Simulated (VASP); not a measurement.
GaAs:

```
CELL_PARAMETERS angstrom
0.00000 2.82685 2.82685
2.82685 0.00000 2.82685
2.82685 2.82685 0.00000
ATOMIC_POSITIONS crystal
As 0.75000 0.75000 0.75000
Ga 0.00000 0.00000 0.00000
```

| Item | Value |
| --- | --- |
| Program | VASP 6.6.1 |
| Task | relaxation of cell and atoms |
| Functional | optPBE-vdW |
| Potentials or basis | VASP PAW PBE potentials, release 64 (As, Ga_d) |
| Cutoff | 600 eV |
| k mesh | 8 × 8 × 8 |
| Occupations | fermi-dirac, width 0.05 eV |
| Spin | no spin polarisation |

At the start: pressure 4.3 GPa; volume 22.59 Å³/atom.

Q: Where does the relaxation end?

A: Over 3 steps the energy falls by 18.6 meV/atom and the volume is 24.08 Å³/atom (+6.6 %); space group F-43m (No. 216, to 0.05 Å).

Step by step:
```tsv
step	energy change (eV)	largest force (eV/Å)	pressure (GPa)	volume (Å³)
1	0.0000	0.0000	4.27	45.18
2	-0.0333	0.0000	-1.17	49.23
3	-0.0372	0.0000	0.02	48.16
```

Final structure:
```
CELL_PARAMETERS angstrom
0.00000 2.88762 2.88762
2.88762 0.00000 2.88762
2.88762 2.88762 0.00000
ATOMIC_POSITIONS crystal
As 0.75000 0.75000 0.75000
Ga 0.00000 0.00000 0.00000
```

Caveat: the PAW data sets were made with another functional, which shifts forces and pressure a little.
